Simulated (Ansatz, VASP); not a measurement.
## HfB: VASP beside Ansatz

```
CELL_PARAMETERS angstrom
0.00000 2.26284 2.26284
2.26284 0.00000 2.26284
2.26284 2.26284 0.00000
ATOMIC_POSITIONS crystal
Hf 0.50000 0.50000 0.50000
B 0.00000 0.00000 0.00000
```

Alike in both runs: task relaxation of cell and atoms; functional r2SCAN; k mesh 12 × 12 × 12; occupations fermi-dirac, width 0.05 eV; no spin polarisation.

|  | VASP | Ansatz |
| --- | --- | --- |
| version | VASP 6.6.1 | Ansatz 0.2.0 |
| potentials or method | VASP PAW PBE potentials, release 64 (Hf_pv, B) | PAW with Ansatz's default frozen-core files, scalar-relativistic |
| plane-wave cutoff (eV) | 600 | 500 |
| valence electrons in the cell | 13 | 29 |

|  | VASP | Ansatz | Ansatz less VASP |
| --- | --- | --- | --- |
| relaxed volume (Å³/atom) | 14.02 | 14.03 | +0.009 |
| relaxed cell length with the largest relative difference (Å) | 3.410 | 3.411 | +0.0008 |
| energy change over the relaxation (meV/atom) | -322 | -315 | +6.5 |

The two sets of potentials don't hold the same shells in valence. Ansatz warned: «gradients_without_spin_orbit».

Caveats: the volume moved by over 15 % at a fixed basis, so the end points are rough; the PAW data sets were made with another functional, which shifts forces and pressure a little (VASP). The runs have no spin-orbit coupling, so splittings on Hf are missing. Zero-point motion and thermal expansion aren't in these numbers.
